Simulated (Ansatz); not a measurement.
# Stack of 2H-WTe2 under TaSi2P4, shifted by a third of the diagonal in a perpendicular field

Wanted: the out-of-plane response of the stack of 2H-WTe2 under TaSi2P4, shifted by a third of the diagonal. A positive field points along +c.

Method: plane-wave DFT, PBE-D3(BJ), Ansatz PAW, in Ansatz 0.2.0.

**1. Set-up**

The cell holds 10 atoms: 2 Te, 1 W, 4 P, 2 Si and 1 Ta. Cell: a = 3.515 Å, b = 3.515 Å, c = 62.980 Å, α = 90.0°, β = 90.0°, γ = 120.0°. Regions: layer 1: 2H-WTe2, 3 atoms (2 Te and 1 W); layer 2: TaSi2P4, 7 atoms (4 P, 2 Si and 1 Ta). Vacuum lies along c.

**2. Relaxation**

The starting cell is a guess, so the in-plane lattice and the atoms are relaxed first, with the slab cut off from its images along the normal.

input.yaml reads:

```yaml
crystal:
  lattice:
    - [3.515, 0.0, 0.0]
    - [-1.7575, 3.0440792943, 0.0]
    - [0.0, 0.0, 62.9795430044]
  atoms:
    - { symbol: Te, position: [0.3333333333, 0.6666666667, 0.3731370359] }
    - { symbol: W, position: [0.0, 0.0, 0.4047634312] }
    - { symbol: Te, position: [0.3333333333, 0.6666666667, 0.4363898265] }
    - { symbol: P, position: [0.3333333333, 0.6666666667, 0.4879938846] }
    - { symbol: Si, position: [0.6666666667, 0.3333333333, 0.4982263777] }
    - { symbol: P, position: [0.6666666667, 0.3333333333, 0.5317293201] }
    - { symbol: Ta, position: [0.3333333333, 0.6666666667, 0.5574284244], spin: 1.0 }
    - { symbol: P, position: [0.6666666667, 0.3333333333, 0.5831275286] }
    - { symbol: Si, position: [0.6666666667, 0.3333333333, 0.616630471] }
    - { symbol: P, position: [0.3333333333, 0.6666666667, 0.6268629641] }
  periodic: [true, true, false]
magnetization:
  spin_polarized: true
kpoints:
  mp_grid: { grid: [12, 12, 1] }
hamiltonian:
  xc: pbe
  dispersion: d3bj
scf:
  occupations: { method: fermi_dirac, width: 0.05 }
  convergence: { dr2_threshold: 1.0e-09 }
relax:
  f_tol: 0.004
  max_steps: 90
  cell: {}
output:
  write_potential: true
  write_density: true
  volumetric_format: npy
```

Started as:

```console
$ ansatz run input.yaml --threads 4 --pin off --max-ram 12288MiB --backend cpu --events-out ev --progress --plain --runs-dir out
```

Numbers of over 12 decimals in the logs are rounded to 6 here.

What it wrote:

```text
Warning: relax.cell: scf.convergence.dr2_threshold = 1e-9 eV is looser than the 1.48162052373e-10 eV advised for a relaxation that steers and ends on the stress (1e-10 eV for each atom of the cell: 10, times the square of relax.cell.stress_2d_tol = 0.05 N/m over 26.0 Å (the atoms' height at the walk's start and 5 Å past either face), 1.925e-2 GPa, over a crystal's default 0.05). What an SCF threshold leaves in a stress goes as its square root, and in the free energy as the threshold itself, and one threshold admits the most on a small cell: [figures from the program's tests cut] Set scf.convergence.dr2_threshold to 1.48162052373e-10 eV or tighter. [rest of the remark cut]
Engine: ansatz 0.2.0, x86_64-unknown-linux-gnu
Pseudopotentials: kind: paw
Pseudopotential: Te, paw, valence charge 16, recommended cutoff 420 eV (normal), Te.paw.azcp
Pseudopotential: W, paw, valence charge 14, recommended cutoff 420 eV (normal), W.paw.azcp
Pseudopotential: P, paw, valence charge 5, recommended cutoff 420 eV (normal), P.paw.azcp
Pseudopotential: Si, paw, valence charge 4, recommended cutoff 420 eV (normal), Si.paw.azcp
Pseudopotential: Ta, paw, valence charge 13, recommended cutoff 420 eV (normal), Ta.paw.azcp
Functional definition: PBE
  parameter kappa = 0.804
  parameter beta = 0.066725
  exchange = pbe_x(kappa = kappa, mu = beta*pi^2/3)
  correlation = pbe_c(beta = beta)
Crystal: 10 atoms, lattice volume = 673.877 Å³
Basis set: ecut = 420 eV, 13093 PW (Γ), exchange–correlation on 48×48×864 points (8 copies of the dense FFT grid, shifted against one another)
Bands: 54, of which v1, the nominal top of the filled ones, is band 44 counted from 1 (43 counted from 0)
Symmetry: 6 space group operations
Space group: P3m1 (ITA 156), of the structure as read, at distance tolerance 8.8e-5 Å
Magnetic group: BNS 156.49 (UNI 1279), of the structure as read, at distance tolerance 8.8e-5 Å
k-points: 19 of 144 (time reversal used)
Non-local potential: Te, projectors of the file, l = 0: 2, l = 1: 2, l = 2: 2, l = 3: 2
Non-local potential: W, projectors of the file, l = 0: 3, l = 1: 2, l = 2: 2, l = 3: 1
Non-local potential: P, projectors of the file, l = 0: 2, l = 1: 2, l = 2: 2
Non-local potential: Si, projectors of the file, l = 0: 2, l = 1: 2, l = 2: 2
Non-local potential: Ta, projectors of the file, l = 0: 3, l = 1: 2, l = 2: 2, l = 3: 1
PAW form: soft (Blöchl's): semilocal exchange-correlation on the pseudo side does not see the compensation charge
PAW one-centre angular grid: Te, 590 points (default); XC on 64 Gauss nodes
PAW one-centre angular grid: W, 590 points (default); XC on 64 Gauss nodes
PAW one-centre angular grid: P, 110 points (default); XC on 64 Gauss nodes
PAW one-centre angular grid: Si, 110 points (default); XC on 64 Gauss nodes
PAW one-centre angular grid: Ta, 590 points (default); XC on 64 Gauss nodes
Initial density: superposition of atomic densities (neutral atoms: chi_scale 0, normalization atom)
Starting moments: Σ|m| = 1 μB on 1 of 10 sites
Initial wavefunctions: pseudopotential atomic-orbital guess
Functional: x = pbe(κ = 0.804, μ = 0.219515), c = pbe(β = 0.066725)
SCF iter   1: F=—  HF=-38577.249342 eV  |F-HF|=—  |Δ(HF+E_count)|=         —  Δρ=1.32e-2 (↑1.32e-2 ↓1.30e-2)  dr2=4.09e1  dr2_m=5.99e-2  M=0.269 μB ∫|m|=0.534 μB  β_m=0.30  ethr=3.10e-3  ⟨swp⟩=14.6  Hψ=14657  notcnv=0  defer=6
Mixer restart at iter 1: flushing history
preconditioner: auto → LDOS  [metal: Δε(μ)=0.048 eV  Ē_g=7.858 eV  σ=0.050 eV  W_gap=0.24  n_scr=38 (ndim 8)  ℏωp=10.2 eV  f_vac=0.678  D(μ)=5.65/eV (n_scr^D=24)]
spin=Collinear: LDOS preconditioning applied to the charge; magnetization (m = ρ↑ − ρ↓) channel mixes plain (no charge-response kernel on spin).
SCF iter   2: F=—  HF=-38575.873245 eV  |F-HF|=—  |Δ(HF+E_count)|=    1.38e0  Δρ=8.78e-3 (↑8.78e-3 ↓8.48e-3)  dr2=1.53e1  dr2_m=2.66e-2  M=0.369 μB ∫|m|=0.521 μB  β_m=0.52  ethr=3.10e-3  ⟨swp⟩=3.7  Hψ=3543  notcnv=0  defer=113
SCF iter   3: F=—  HF=-38575.315134 eV  |F-HF|=—  |Δ(HF+E_count)|=   5.58e-1  Δρ=2.21e-3 (↑2.21e-3 ↓2.15e-3)  dr2=2.09e-1  dr2_m=2.90e-3  M=0.397 μB ∫|m|=0.460 μB  β_m=0.58  ethr=3.10e-3  ⟨swp⟩=4.0  Hψ=3984  notcnv=0  defer=113
SCF iter   4: F=—  HF=-38575.310964 eV  |F-HF|=—  |Δ(HF+E_count)|=         —  Δρ=1.44e-3 (↑1.44e-3 ↓1.17e-3)  dr2=8.54e-2  dr2_m=5.93e-3  M=0.229 μB ∫|m|=0.280 μB  β_m=0.58  ethr=2.41e-4  ⟨swp⟩=4.3  Hψ=4618  notcnv=0  defer=115
SCF iter   5: F=—  HF=-38575.312230 eV  |F-HF|=—  |Δ(HF+E_count)|=   1.27e-3  Δρ=7.21e-4 (↑7.21e-4 ↓6.45e-4)  dr2=2.82e-2  dr2_m=2.20e-3  M=0.182 μB ∫|m|=0.218 μB  β_m=0.63  ethr=9.82e-5  ⟨swp⟩=2.6  Hψ=3327  notcnv=0  defer=115
SCF iter   6: F=—  HF=-38575.314313 eV  |F-HF|=—  |Δ(HF+E_count)|=   2.08e-3  Δρ=5.22e-4 (↑4.99e-4 ↓5.22e-4)  dr2=1.64e-2  dr2_m=1.00e-3  M=0.142 μB ∫|m|=0.167 μB  β_m=0.57  ethr=3.24e-5  ⟨swp⟩=2.9  Hψ=3403  notcnv=0  defer=115
SCF iter   7: F=—  HF=-38575.314331 eV  |F-HF|=—  |Δ(HF+E_count)|=   1.81e-5  Δρ=3.03e-4 (↑2.28e-4 ↓3.03e-4)  dr2=1.18e-3  dr2_m=3.76e-4  M=0.101 μB ∫|m|=0.118 μB  β_m=0.67  ethr=1.89e-5  ⟨swp⟩=2.7  Hψ=2980  notcnv=0  defer=115
SCF iter   8: F=—  HF=-38575.314989 eV  |F-HF|=—  |Δ(HF+E_count)|=   6.58e-4  Δρ=1.71e-4 (↑1.53e-4 ↓1.71e-4)  dr2=9.74e-4  dr2_m=1.42e-4  M=0.064 μB ∫|m|=0.073 μB  β_m=0.71  ethr=1.36e-6  ⟨swp⟩=3.0  Hψ=4296  notcnv=0  defer=115
SCF iter   9: F=—  HF=-38575.315291 eV  |F-HF|=—  |Δ(HF+E_count)|=   3.02e-4  Δρ=9.79e-5 (↑9.28e-5 ↓9.79e-5)  dr2=2.72e-4  dr2_m=4.69e-5  M=0.037 μB ∫|m|=0.042 μB  β_m=0.74  ethr=1.12e-6  ⟨swp⟩=2.8  Hψ=3230  notcnv=0  defer=115
SCF iter  10: F=—  HF=-38575.315417 eV  |F-HF|=—  |Δ(HF+E_count)|=   1.26e-4  Δρ=5.92e-5 (↑5.73e-5 ↓5.92e-5)  dr2=1.83e-4  dr2_m=1.43e-5  M=0.020 μB ∫|m|=0.022 μB  β_m=0.66  ethr=3.13e-7  ⟨swp⟩=2.9  Hψ=4036  notcnv=0  defer=115
SCF iter  11: F=—  HF=-38575.315442 eV  |F-HF|=—  |Δ(HF+E_count)|=   2.51e-5  Δρ=2.18e-5 (↑2.06e-5 ↓2.18e-5)  dr2=1.70e-5  dr2_m=2.25e-6  M=0.008 μB ∫|m|=0.009 μB  β_m=0.62  ethr=2.10e-7  ⟨swp⟩=2.7  Hψ=3528  notcnv=0  defer=115
SCF iter  12: F=—  HF=-38575.315401 eV  |F-HF|=—  |Δ(HF+E_count)|=   4.13e-5  Δρ=6.69e-6 (↑6.69e-6 ↓5.26e-6)  dr2=1.36e-6  dr2_m=1.47e-7  M=0.002 μB ∫|m|=0.002 μB  β_m=0.69  ethr=1.95e-8  ⟨swp⟩=3.2  Hψ=4308  notcnv=0  defer=115
SCF iter  13: F=—  HF=-38575.315402 eV  |F-HF|=—  |Δ(HF+E_count)|=   8.87e-7  Δρ=2.29e-6 (↑2.29e-6 ↓1.79e-6)  dr2=1.51e-7  dr2_m=1.45e-8  M=0.000 μB ∫|m|=0.001 μB  β_m=0.70  ethr=1.56e-9  ⟨swp⟩=3.2  Hψ=4174  notcnv=0  defer=115
[...]
Initial wavefunctions: pseudopotential atomic-orbital guess (no wavefunctions were taken with the density)
iter 1 solved again at ethr=1.88e-7 eV; its pass at ethr=3.10e-3 eV (dr2=1.63e-4 eV) is discarded
SCF iter   1: F=—  HF=-38577.572438 eV  |F-HF|=—  |Δ(HF+E_count)|=         —  Δρ=4.18e-6 (↑4.18e-6 ↓4.18e-6)  dr2=6.16e-8  dr2_m=4.30e-12  M=-0.000 μB ∫|m|=0.000 μB  β_m=0.65  ethr=1.88e-7  ⟨swp⟩=6.6  Hψ=24662  notcnv=0
eigensolver tolerance schedule: the retry pair's looser diagonalisation over-reported the residual by 2646.79 of it (diagonalisation noise at 0.19 of the residual, at the tolerance the schedule requests for it); recorded, not acted on — ethr = c·dr2/N_el stays at c = 1.0e-1
preconditioner: auto → LDOS  [metal: Δε(μ)=0.038 eV  Ē_g=7.688 eV  σ=0.050 eV  W_gap=0.19  n_scr=34 (ndim 8)  ℏωp=10.3 eV  f_vac=0.669  D(μ)=2.43/eV (n_scr^D=16)]
spin=Collinear: LDOS preconditioning applied to the charge; magnetization (m = ρ↑ − ρ↓) channel mixes plain (no charge-response kernel on spin).
SCF iter   2: F=—  HF=-38577.572663 eV  |F-HF|=—  |Δ(HF+E_count)|=   2.25e-4  Δρ=1.52e-6 (↑1.52e-6 ↓1.52e-6)  dr2=1.65e-8  dr2_m=9.37e-13  M=-0.000 μB ∫|m|=0.000 μB  β_m=0.56  ethr=7.08e-11  ⟨swp⟩=6.0  Hψ=7774  notcnv=0
SCF iter   3: F=—  HF=-38577.572663 eV  |F-HF|=—  |Δ(HF+E_count)|=   1.84e-8  Δρ=5.82e-7 (↑5.82e-7 ↓5.82e-7)  dr2=1.47e-8  dr2_m=2.40e-13  M=-0.000 μB ∫|m|=0.000 μB  β_m=0.53  ethr=1.90e-11  ⟨swp⟩=3.4  Hψ=4020  notcnv=0
SCF iter   4: F=—  HF=-38577.572663 eV  |F-HF|=—  |Δ(HF+E_count)|=   2.66e-9  Δρ=2.26e-7 (↑2.25e-7 ↓2.26e-7)  dr2=5.85e-9  dr2_m=1.04e-13  M=-0.000 μB ∫|m|=0.000 μB  β_m=0.47  ethr=1.70e-11  ⟨swp⟩=2.2  Hψ=2724  notcnv=0
SCF iter   5: F=-38577.572663 eV  HF=-38577.572663 eV  |F-HF|=1.06e-9  |Δ(HF+E_count)|=  6.62e-10  Δρ=1.16e-7 (↑1.16e-7 ↓1.16e-7)  dr2=5.10e-10  dr2_m=4.59e-14  M=-0.000 μB ∫|m|=0.000 μB  ethr=1.15e-12  ⟨swp⟩=15.3  Hψ=17865  notcnv=0
the starting moments were not kept: the SCF closed with an absolute magnetisation of 1.1e-6 μB, where they sum to 1 μB in size (1 site). That is at most 0.1 of that sum. Measured as dr2_m measures the in/out step, that magnetisation stands 1.2e-13 eV from none, at or under the dr2_threshold of 1.0e-9 eV: it is no larger than a step whose dr2_m would equal this threshold.
SCF 10 converged in 5 iterations: F = -38577.572663 eV  dr2 = 5.10e-10
relax step  10: F+E_penalty+E_count = -38577.57266276 eV  Δ(F+E_penalty+E_count) = +4.552e-4 eV  max|allowed force component| = 5.596e-4 eV/Å  Δτ_max = 0.0000 Å  P = -0.004 N/m  Ω = 665.463 Å³  fix = [c, alpha, beta]  reactions: c -0.000 N/m  stress off target by 4.46e-3 N/m on what of the cell is left free  SCF on the basis re-selected at this cell (its energy is not comparable with the rows above)  (5 SCF iters)
basis re-selected at this cell: Δ(F+E_penalty+E_count) = +4.552e-4 eV, ΔP = -0.004 N/m vs the last step (what re-selecting the basis moved, of the pressure what is left beyond the Pulay correction that the steps carried, after the strain that the cell walked since its last selection, with what the two solves' SCF thresholds leave and, on support functions, any second-order correction that the steps lacked; it is no m [...]
WARN: The output density's exchange-correlation potential varies sharply where the density is thin. Do not read a vacuum level from v_tot or v_xc, or from such a field of the output density. On a cell that repeats whose density bears no net charge and no dipole along the vacuum's axis use v_es (v_loc + v_h of the components); under efield.dipole_correction with no amplitude use v_es + v_field, which holds any externa [...]
SCF converged after 5 iterations
Magnetization: -0.0000 μB (43.5000 up, 43.5000 down)
Absolute magnetization: 0.0000 μB (∫|ρ↑−ρ↓|, with the PAW one-centre terms)
Spin contamination: 0.0000 ħ² per cell (⟨S²⟩ above its minimum at these occupations)
Per-site moments (μB) at R_I (Å): [(3.414727624144421e-9, 1.123542), (-1.0483355759153497e-8, 1.123542), (3.8164522302588494e-9, 1.124018), (-5.4656186812801045e-9, 0.930582), (-1.1649779725851258e-8, 0.921605), (3.3884401480771558e-9, 0.921605), (-4.236781374519657e-7, 1.030251), (3.9507676545267714e-8, 0.923439), (-1.8911806502963365e-8, 0.923439), (-6.673328851467488e-9, 0.930351)]
Free energy (F): -38577.572663 eV
Harris-Foulkes:  -38577.572663 eV  (|F-HF|=1.06e-9)
Internal energy: -38577.552111 eV  (E = F + TS)
E sigma→0 (E₀):  -38577.562387 eV
Entropy (-TS):   -0.020552 eV (-2.055 meV/atom)
Fermi energy:    -5.022544 eV
--- Per-component energies (eV) ---
  E_band       = -2138.704322
  E_kinetic    = 1547.053960
  E_local      = -608904.346937  (includes V_loc(G=0)·N_el)
  E_nonlocal   = -416.288265
  E_hartree    = 303830.886508
  E_xc         = -1093.177099
  E_vxc        = -991.432836  (∫ρ·V_xc dr)
  E_paw        = -29588.406363  (= ΣΔE_a)
  E_vpaw       = -1035.457180  (= ΣTr[D̂ρ^β])
  E_aug_tail   = -0.000241  (compensation charges beyond the density's cutoff)
  E_ewald      = 296050.604346
  E_disp       = -3.878020  (pairwise vdW)
  E_smearing   = -0.020552  (= −TS)
  E_closure    = -0.000000  (closes the sum)
  Σ components = -38577.572663   (vs F -38577.572663, Δ=0.00e0)
--- Forces (eV/Å), atoms counted from 1 ---
  atom   1  Te     0.00000000    -0.00000000     0.00015087
  atom   2  W      0.00000000     0.00000000     0.00017380
  atom   3  Te     0.00000000    -0.00000000     0.00004675
  atom   4  P      0.00000000    -0.00000000    -0.00006084
  atom   5  Si     0.00000000     0.00000000    -0.00041133
  atom   6  P      0.00000000    -0.00000000     0.00048107
  atom   7  Ta     0.00000000    -0.00000000    -0.00055953
  atom   8  P      0.00000000    -0.00000000     0.00041372
  atom   9  Si    -0.00000000     0.00000000    -0.00036047
  atom  10  P      0.00000000    -0.00000000     0.00012652
  max |Σ_I F_I| component: 5.62e-7 eV/Å
--- 2D stress c σ (N/m, compression-positive) ---
       -0.004456      -0.000000       0.000000
        0.000000      -0.004456       0.000000
        0.000000       0.000000      -0.000000
  P = ½ c Tr σ = -0.0045 N/m
--- Band table (eV; the first three rows and the last of 38) ---
  k-point 0 ↑: bands = [... 40 lower, -5.5545, -5.4446, -5.4446, -4.6576, -2.1587, -2.1587, -2.0308, -2.0089, ... 6 higher]
  k-point 1 ↑: bands = [... 40 lower, -5.6370, -5.5897, -5.4898, -4.6436, -2.3768, -2.2510, -2.1546, -2.0857, ... 6 higher]
  k-point 2 ↑: bands = [... 40 lower, -5.9340, -5.8893, -5.6281, -4.8039, -3.0330, -2.7568, -2.6410, -2.5398, ... 6 higher]
  k-point 18 ↓: bands = [... 40 lower, -6.5131, -5.7816, -5.0136, -4.2047, -3.7527, -3.1542, -3.1198, -3.0459, ... 6 higher]
  the weakly bound empty levels are not read free of the cell's end (no_gap_told)
--- Relaxed structure (9 steps of the walk, 8 accepted, 1 SCFs on fresh bases) ---
  F+E_penalty+E_count = -38577.57266276 eV   max|allowed force component| = 5.596e-4 eV/Å   (the final SCF, on the basis selected at the relaxed cell)
  cell:  # Å, volume = 665.4633 Å³
    - [3.492987, 0, 0]
    - [-1.746494, 3.025016, 0]
    - [0, 0, 62.9795430044]
  atoms:
    - { symbol: Te, position: [0.333333, 0.666667, 0.367995] }
    - { symbol: W, position: [-2.2204460492583873e-17, -3.515706244635551e-17, 0.397065] }
    - { symbol: Te, position: [0.333333, 0.666667, 0.426161] }
    - { symbol: P, position: [0.333333, 0.666667, 0.485759] }
    - { symbol: Si, position: [0.666667, 0.333333, 0.501814] }
    - { symbol: P, position: [0.666667, 0.333333, 0.537288] }
    - { symbol: Ta, position: [0.333333, 0.666667, 0.560683] }
    - { symbol: P, position: [0.666667, 0.333333, 0.584133] }
    - { symbol: Si, position: [0.666667, 0.333333, 0.619678] }
    - { symbol: P, position: [0.333333, 0.666667, 0.635713] }
```

The job ended after 6.5 min (4 threads of Intel Xeon Platinum 8488C (Sapphire Rapids), shared host; peak memory 2 GiB).

Relaxation path:

```
step  energy less that of the first step (eV)  largest force component (eV/Å)  volume (Å³)
   1                                   0.0000                          3.8886       673.88
   2                                  -1.8738                          1.5547       669.09
   3                                  -2.1289                          0.3606       661.54
   4                                  -2.2307                          0.1256       668.65
   5                                  -2.2539                          0.1597       665.05
   6                                  -2.2576                          0.0283       665.44
   7                                  -2.2576                          0.0490       665.37
   8                                  -2.2577                          0.0048       665.46
   9                                  -2.2577                          0.0006       665.46
 10*                                  -2.2573                          0.0006       665.46
```

Relaxation steps marked * repeat the geometry before them on a plane-wave basis chosen anew for their cell, so energy and pressure can jump there. Relaxation step 7 was tried and not accepted.

The run keeps the 6 symmetry operations that it works with, so distortions that break them were not tested.

```
cell as run  before  after  change
      a (Å)   3.515  3.493  -0.6 %
      b (Å)   3.515  3.493  -0.6 %
```

The atoms that moved most (Å, along periodic axes as changes of fractional coordinates times the final cell, across vacuum about the mean position):

```
atom     dx     dy      dz  length
 Te3  0.000  0.000  -0.644   0.644
 P10  0.000  0.000   0.557   0.557
  W2  0.000  0.000  -0.485   0.485
  P6  0.000  0.000   0.350   0.350
 Te1  0.000  0.000  -0.324   0.324
 Si5  0.000  0.000   0.226   0.226
 Ta7  0.000  0.000   0.205   0.205
 Si9  0.000  0.000   0.192   0.192
```

Numbers from this step:

| Quantity | Value |
| --- | --- |
| energy at zero smearing | -38577.5624 eV |

The lattice constant a goes from 3.515 to 3.493 Å.

(Continued in part 2 of 3.)

[Logs are printed without paths, hosts, clocks, repeated set-up lines and the standing remarks that a program may print on its own settings, such as how far it seeks lower states.]

[Hosts, paths, dates, database ids (printed as entryN), source tags and the programs' standing remarks are cut or masked in the printed files.]

[Maps of the electrostatic potential energy from Ansatz leave out the sawtooth potential of an applied field or a dipole correction, so their vacuum need not be flat; planar profiles and work functions include it.]
